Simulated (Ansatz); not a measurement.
ZrC: one input, then a changed one

The cell is a measured one (Crystallography Open Database entry 1562921); the temperature and pressure of the measurement aren't taken into account, and nothing was relaxed.

First run: DFT, PBE, all-electron PAW with datasets made for the crystal, scalar-relativistic (Ansatz 0.2.0).

Command: `ansatz run input.yaml --threads 1 --pin off --max-ram 2048MiB --backend cpu --events-out ev --progress --plain --runs-dir out` The run took 9.5 s on 1 thread of Arm Neoverse V2 (shared host), peak memory 0.43 GiB.

```yaml
crystal:
  lattice:
    - [0.0, 2.35021, 2.35021]
    - [2.35021, 0.0, 2.35021]
    - [2.35021, 2.35021, 0.0]
  atoms:
    - { symbol: Zr, position: [0.5, 0.5, 0.5] }
    - { symbol: C, position: [0.0, 0.0, 0.0] }
kpoints:
  mp_grid: { grid: [15, 15, 15] }
  band_path:
    path:
      - [0.0, 0.0, 0.0]
      - [0.5, 0.0, 0.5]
      - [0.625, 0.25, 0.625]
      - [0.375, 0.375, 0.75]
      - [0.0, 0.0, 0.0]
      - [0.5, 0.5, 0.5]
      - [0.5, 0.25, 0.75]
      - [0.5, 0.0, 0.5]
    npoints: 8
scf:
  occupations: { method: fermi_dirac, width: 0.05 }
hamiltonian:
  xc: pbe
  pseudopotentials: { kind: all_electron, datasets: crystal }
output:
  forces: true
  stress: true
  eigenvalues: true
  efg: { contact_densities: true }
```

Result: converged; pressure 1.24 GPa; no gap on the k mesh; 8 SCF iterations.

The input is then changed:

```diff
@@ -8,5 +8,5 @@
     - { symbol: C, position: [0.0, 0.0, 0.0] }
 kpoints:
-  mp_grid: { grid: [15, 15, 15] }
+  mp_grid: { grid: [15, 15, 15], shift: [0.5, 0.5, 0.5] }
   band_path:
     path:
```

Task: Predict the outcome of the changed run.

Result: It converged; energy at zero smearing -0.1 meV/atom from the first run; pressure 1.26 GPa; no gap on the k mesh; 8 SCF iterations.
